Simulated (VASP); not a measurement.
Tm under changes of volume

One of the cells (30.668 Å³/atom); the others are scaled copies at fixed shape and fractional positions:

```
Tm
1.0
     0.00000    2.48437    2.48437
     2.48437    0.00000    2.48437
     2.48437    2.48437    0.00000
Tm
1
Direct
  0.00000 0.00000 0.00000
```

This isn't the form of Tm at room conditions, which is hcp.

* Program: VASP 6.6.1
* Functional: PBE
* Potentials or basis: VASP PAW PBE potentials, release 64 (Tm)
* Cutoff: 520 eV
* k mesh: 9 × 9 × 9
* Occupations: fermi-dirac, width 0.05 eV
* Spin: collinear spin, ferromagnetic start
* Starting moments: [2.0] μB

```tsv
volume (Å³/atom)	energy over the lowest point (meV/atom)	pressure (GPa)	moment (μB per cell)
28.262	78.55	5.7	0.94
28.864	59.26	4.8	0.94
29.465	42.84	4.1	0.95
30.668	17.41	2.6	0.97
31.269	?	?	?
31.870	0.00	1.8	0.99
```

Q: What does the run at 31.269 Å³/atom give?

A: Energy over the lowest point 7.82 meV/atom; pressure 2.3 GPa; moment 0.98 μB per cell.

Worked out: A Birch-Murnaghan fit of order 3 (a polynomial in V^(-2/3)) to the other rows has no minimum within the range. It gives 7.82 meV/atom at 31.269 Å³/atom, against the run's 7.82, and -dE/dV = 2.3 GPa, against 2.3. A straight line through the other rows of the moment, of slope 0.0148 μB per Å³/atom, gives 0.98 μB, against the run's 0.98.

Energies are extrapolated to zero smearing.

Caveats: the magnetic or orbital state may not be the lowest.
